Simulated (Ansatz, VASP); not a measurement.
**Two plane-wave programs on CoSi2**

```
Co Si
1.0
     0.00000    2.65195    2.65195
     2.65195    0.00000    2.65195
     2.65195    2.65195    0.00000
Co Si
1 2
Direct
  0.00000 0.00000 0.00000
  0.75000 0.75000 0.75000
  0.25000 0.25000 0.25000
```

Alike in both runs: functional PBE; dispersion D3(BJ); k mesh 16 × 16 × 16; occupations gaussian, width 0.1 eV; no spin polarisation.

Ansatz relaxed the structure, and its values are those at the end. VASP's run is a single point on that final structure, the one shown.

|  | VASP | Ansatz |
| --- | --- | --- |
| version | VASP 6.6.1 | Ansatz 0.2.0 |
| potentials or method | VASP PAW PBE potentials, release 64 (Co, Si) | scalar-relativistic, plane waves, PAW |
| plane-wave cutoff (eV) | 520 | 420 |
| valence electrons in the cell | 17 | 25 |

VASP gave:

* gap on the k mesh at the Fermi level (eV): none
* pressure (GPa): -0.1

Problem. What did Ansatz give for the same quantities?

Solution. gap on the k mesh at the Fermi level (eV): none; pressure (GPa): 0.0.

A gap of «none» marks a metal or a gap that the smearing closes. The two sets of potentials don't hold the same shells in valence.

Caveats: pairwise dispersion overbinds metals, which lowers pressure and volume. Spin polarisation is off, so any magnetic state and its effect on volume and gap are missing.
